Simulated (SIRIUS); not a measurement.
Ce under changes of volume

One of the cells (34.371 Å³/atom); the others are scaled copies at fixed shape and fractional positions:

```xyz
1
Lattice="0.0000 2.5806 2.5806 2.5806 0.0000 2.5806 2.5806 2.5806 0.0000" Properties=species:S:1:pos:R:3 pbc="T T T"
Ce    0.0000    0.0000    0.0000
```

| Property | Result |
| --- | --- |
| Program | SIRIUS 7.12.0 |
| Functional | AM05 |
| Potentials or basis | all-electron FP-LAPW |
| Cutoff | 168 eV |
| Basis | apw+lo standard |
| k mesh | 9 × 9 × 9 |
| Occupations | fermi-dirac, width 0.05 eV |
| Spin | collinear spin, ferromagnetic start |
| Starting moments | [1.0] μB |

```csv
volume (Å³/atom),energy over the lowest point (meV/atom),moment (μB per cell)
32.309,0.00,0.00
32.996,32.39,0.38
33.684,64.78,0.67
34.371,96.49,0.81
35.058,?,?
35.746,159.45,1.00
36.433,190.95,1.08
```

**Question.** What does the run at 35.058 Å³/atom give?

**Answer.** Energy over the lowest point 127.78 meV/atom; moment 0.91 μB per cell.

Worked out: A Birch-Murnaghan fit of order 3 (a polynomial in V^(-2/3)) to the other rows has no minimum within the range. It gives 128.03 meV/atom at 35.058 Å³/atom, against the run's 127.78. A parabola through the other rows of the moment, of slope 0.153 μB per Å³/atom there, gives 0.97 μB, against the run's 0.91.

Energies are extrapolated to zero smearing.

Caveats: the magnetic or orbital state may not be the lowest.
